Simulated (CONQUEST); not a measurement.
**ScAl3 under changes of volume**

One of the cells (17.077 Å³/atom); the others are scaled copies at fixed shape and fractional positions:

```xyz
4
Lattice="4.0878 0.0000 0.0000 0.0000 4.0878 0.0000 0.0000 0.0000 4.0878" Properties=species:S:1:pos:R:3 pbc="T T T"
Sc    0.0000    0.0000    0.0000
Al    0.0000    2.0439    2.0439
Al    2.0439    2.0439    0.0000
Al    2.0439    0.0000    2.0439
```

The cell is a database's computed one.

| Item | Value |
| --- | --- |
| Program | CONQUEST 1.3 |
| Functional | PBEsol |
| Potentials or basis | PseudoDojo NC PBEsol, DZP, grid of 48 × 48 × 48 points |
| k mesh | 5 × 5 × 5 |
| Occupations | fermi-dirac, width 0.05 eV |
| Spin | no spin polarisation |

```csv
volume (Å³/atom),energy over the lowest point (meV/atom),pressure (GPa)
16.052,17.53,5.7
16.394,?,?
16.735,1.93,1.8
17.077,0.00,0.0
17.419,1.80,-1.7
17.760,6.66,-2.9
18.102,14.35,-4.3
```

Q: What does the run at 16.394 Å³/atom give?

A: Energy over the lowest point 7.70 meV/atom; pressure 3.5 GPa.

Worked out: A Birch-Murnaghan fit of order 3 (a polynomial in V^(-2/3)) to the other rows has its minimum at 17.08 Å³/atom with B0 = V·E''(V) = 82 GPa and B' = 4.1. It gives 7.55 meV/atom at 16.394 Å³/atom, against the run's 7.70, and -dE/dV = 3.6 GPa, against 3.5.

Energies are extrapolated to zero smearing.

Caveats: the basis of atomic orbitals isn't converged, which shifts pressures, moduli and gaps.
